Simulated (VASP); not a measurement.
A run of VASP 6.6.1:

File INCAR:

```
SYSTEM = AlCo
PREC = Accurate
ENCUT = 600
EDIFF = 1E-7
ISMEAR = 1
SIGMA = 0.1
LREAL = .False.
LASPH = .True.
NELM = 80
ALGO = Normal
ISIF = 2
LWAVE = .False.
LCHARG = .False.
GGA = PE
IVDW = 12
IBRION = 2
NSW = 40
EDIFFG = -0.01
```

The input KPOINTS:

```
regular mesh
0
Gamma
  14 14 14
  0 0 0
```

The input POSCAR:

```
AlCo                                    
1.0
    2.8370248476     -0.0000000000      0.0000000000
   -0.0000000000      2.8370248476      0.0000000000
   -0.0000000000     -0.0000000000      2.8370248476
  Al              Co            
     1     1
Direct
     0.0000000000000000    0.0000000000000000    0.0000000000000000
     0.5000000000000000    0.5000000000000000    0.5000000000000000
```

Potentials or basis: VASP PAW PBE potentials, release 64 (Al, Co).

Launch:

```console
$ cat potpaw_PBE.64/Al/POTCAR potpaw_PBE.64/Co/POTCAR > POTCAR
$ mpirun -np 1 vasp_std > vasp.out
```

Hardware: 1 thread of Intel(R) Xeon(R) Platinum 8375C CPU @ 2.90GHz (Ice Lake), on a shared host.

Q: How long does it take, and how much memory?

A: Wall time 13 s on 1 thread of Intel(R) Xeon(R) Platinum 8375C CPU @ 2.90GHz (Ice Lake), with other jobs on the host, peak memory 0.18 GiB. Counts: scf iterations 13, k points 120, ion steps 1.
